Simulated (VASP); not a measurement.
AlNi:

```
Ni Al
1.0
     2.88100    0.00000    0.00000
     0.00000    2.88100    0.00000
     0.00000    0.00000    2.88100
Ni Al
1 1
Direct
  0.50000 0.50000 0.50000
  0.00000 0.00000 0.00000
```

Base run:

```yaml
Program: VASP 6.6.1
Functional: PBE
Potentials_or_basis: VASP PAW PBE potentials, release 64 (Ni, Al)
Cutoff: 520 eV
k_mesh: 9 × 9 × 9
Occupations: fermi-dirac, width 0.05 eV
Spin: collinear spin, ferromagnetic start
Starting_moments: "[1.0, 0.0] μB"
```

Its results: band gap on the k mesh none (metal or under the smearing width); pressure 1.9 GPa; net moment 0.00 μB per cell.

Problem. The run is repeated on the same cell with these changes: functional from PBE to PBEsol. What comes out?

Solution. Band gap on the k mesh none (metal or under the smearing width); pressure -3.2 GPa; net moment 0.00 μB per cell.

PBEsol binds more tightly than PBE, so the same cell stands under less pressure.

Caveats: the PAW data sets were made with another functional, which shifts forces and pressure a little (some runs).

Not every run made on this cell is shown here.
